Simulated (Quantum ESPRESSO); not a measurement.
Here is a Quantum ESPRESSO 7.5 calculation.

File pw.in:

```
&CONTROL
  calculation = 'vc-relax'
  prefix = 'pwscf'
  outdir = './tmp'
  pseudo_dir = './pseudo'
  tprnfor = .true.
  tstress = .true.
  disk_io = 'low'
  nstep = 40
  forc_conv_thr = 0.0004
  etot_conv_thr = 1d-05
/
&SYSTEM
  ibrav = 0
  nat = 3
  ntyp = 2
  ecutwfc = 52
  ecutrho = 414
  nbnd = 21
  occupations = 'smearing'
  smearing = 'fd'
  degauss = 0.00367493
/
&ELECTRONS
  conv_thr = 6d-10
  electron_maxstep = 120
  mixing_beta = 0.5
/
&IONS
  ion_dynamics = 'bfgs'
/
&CELL
  cell_dynamics = 'bfgs'
  press = 20
  press_conv_thr = 0.3
/
ATOMIC_SPECIES
Pt   195.0840 pt_pbesol_v1.4.uspp.F.UPF
Se    78.9710 se_pbesol_v1.uspp.F.UPF
CELL_PARAMETERS angstrom
   3.7240000000    0.0000000000    0.0000000000
  -1.8620000000    3.2250786037    0.0000000000
   0.0000000000    0.0000000000    5.0620000000
ATOMIC_POSITIONS crystal
Pt     0.0000000000    0.0000000000    0.0000000000
Se     0.6666666667    0.3333333333    0.7500000000
Se     0.3333333333    0.6666666667    0.2500000000
K_POINTS automatic
8 8 5 0 0 0
```

Potentials or basis: GBRV 1.5 PBEsol.

Launch:

```bash
$ OMP_NUM_THREADS=1 mpirun -n 2 pw.x -nk 2 -in pw.in > pw.out
```

(1) Estimate the relaxed volume.

(2) What does it give for the relaxed cell?

Results:

(1) 19.11 Å³/atom.

(2) a = 3.746 Å, b = 3.746 Å, c = 4.719 Å, α = 90.00°, β = 90.00°, γ = 120.00°.
